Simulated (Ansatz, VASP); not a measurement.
## Two plane-wave programs on AgCl (Chlorargyrite)

Contents of INCAR:

```
SYSTEM = AgCl
PREC = Accurate
ENCUT = 600
EDIFF = 1E-7
ISMEAR = 0
SIGMA = 0.02
LREAL = .False.
LASPH = .True.
NELM = 100
ALGO = Fast
ISIF = 3
LWAVE = .False.
LCHARG = .False.
GGA = PE
IVDW = 12
IBRION = 2
NSW = 70
EDIFFG = -0.005
```

The input KPOINTS:

```
Automatic mesh
0
Gamma
  8 8 8
  0 0 0
```

POSCAR

```
AgCl
1.0
    0.0000000000      2.8053419116      2.8053419116
    2.8053419116      0.0000000000      2.8053419116
    2.8053419116      2.8053419116      0.0000000000
Ag Cl
1 1
Direct
    0.0000000000      0.0000000000      0.0000000000
    0.5000000000      0.5000000000      0.5000000000
```

Input for Ansatz:

```yaml
crystal:
  lattice:
    - [0.0, 2.8053419116, 2.8053419116]
    - [2.8053419116, 0.0, 2.8053419116]
    - [2.8053419116, 2.8053419116, 0.0]
  atoms:
    - { symbol: Ag, position: [0.0, 0.0, 0.0] }
    - { symbol: Cl, position: [0.5, 0.5, 0.5] }
basis:
  ecutwfc: 420
kpoints:
  mp_grid: { grid: [8, 8, 8] }
hamiltonian:
  xc: pbe
  dispersion: d3bj
scf:
  occupations: { method: gaussian, width: 0.02 }
output:
  forces: true
  stress: true
  eigenvalues: true
relax:
  adjacent_minimum: "off"
  f_tol: 0.005
  max_steps: 50
  cell: { stress_tol: 0.05 }
```

Alike in both runs: task relaxation of cell and atoms; functional PBE; dispersion D3(BJ); k mesh 8 × 8 × 8; occupations gaussian, width 0.02 eV; no spin polarisation.

|  | VASP | Ansatz |
| --- | --- | --- |
| version | VASP 6.6.1 | Ansatz 0.2.0 |
| potentials or method | VASP PAW PBE potentials, release 64 (Ag, Cl) | scalar-relativistic, plane waves, PAW |
| plane-wave cutoff (eV) | 600 | 420 |
| valence electrons in the cell | 18 | 26 |

|  | VASP | Ansatz | Ansatz less VASP |
| --- | --- | --- | --- |
| gap on the k mesh at the Fermi level, each at its own relaxed structure (eV) | 0.91 | 0.91 | +0.002 |
| relaxed volume (Å³/atom) | 20.89 | 20.93 | +0.044 |
| relaxed cell length with the largest relative difference (Å) | 3.895 | 3.898 | +0.0027 |
| energy change over the relaxation (meV/atom) | -10 | -9 | +0.7 |

The two sets of potentials don't hold the same shells in valence.

A k mesh can miss the band edges. Expect the measured gap to be larger: semilocal functionals such as PBE lack the derivative discontinuity.
